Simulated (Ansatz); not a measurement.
Crystal: Ag.

```
Ag
1.0
     2.93000    0.00000    0.00000
    -1.46500    2.53745    0.00000
     0.00000    0.00000    4.79000
Ag
2
Direct
  0.66667 0.33333 0.75000
  0.33333 0.66667 0.25000
```

This isn't the form of Ag at room conditions, which is fcc.

* Program: Ansatz 0.2.0
* Task: relaxation of cell and atoms
* Functional: PBE
* Dispersion: D4
* Potentials or basis: Ansatz PAW
* Cutoff: 420 eV (not typed: the program's choice for these potentials)
* k mesh: 10 × 10 × 6
* Occupations: fermi-dirac, width 0.05 eV
* Spin: no spin polarisation

At the start: volume 17.81 Å³/atom.

Question: How do energy, volume and symmetry change on relaxing?

Answer: It ends after 5 steps and the volume is 17.09 Å³/atom (-4.0 %); space group P6_3/mmc (No. 194, to 0.05 Å).

The path:
```
step  energy change (eV)  largest force (eV/Å)  volume (Å³)
   1              0.0000                0.0000        35.61
   2             -0.0193                0.0000        34.31
   3             -0.0195                0.0000        34.16
   4             -0.0195                0.0000        34.17
   5             -0.0189                0.0000        34.17
```

Final structure:
```yaml
crystal:
  lattice:
    - [2.89540, 0.00000, 0.00000]
    - [-1.44770, 2.50749, 0.00000]
    - [0.00000, 0.00000, 4.70685]
  atoms:
    - { symbol: Ag, position: [0.66667, 0.33333, 0.75000] }
    - { symbol: Ag, position: [0.33333, 0.66667, 0.25000] }
```

Caveat: the plane-wave basis is chosen anew once the cell has moved, so the energies of steps on either side of that aren't comparable; pairwise dispersion overbinds metals, which lowers pressure and volume.
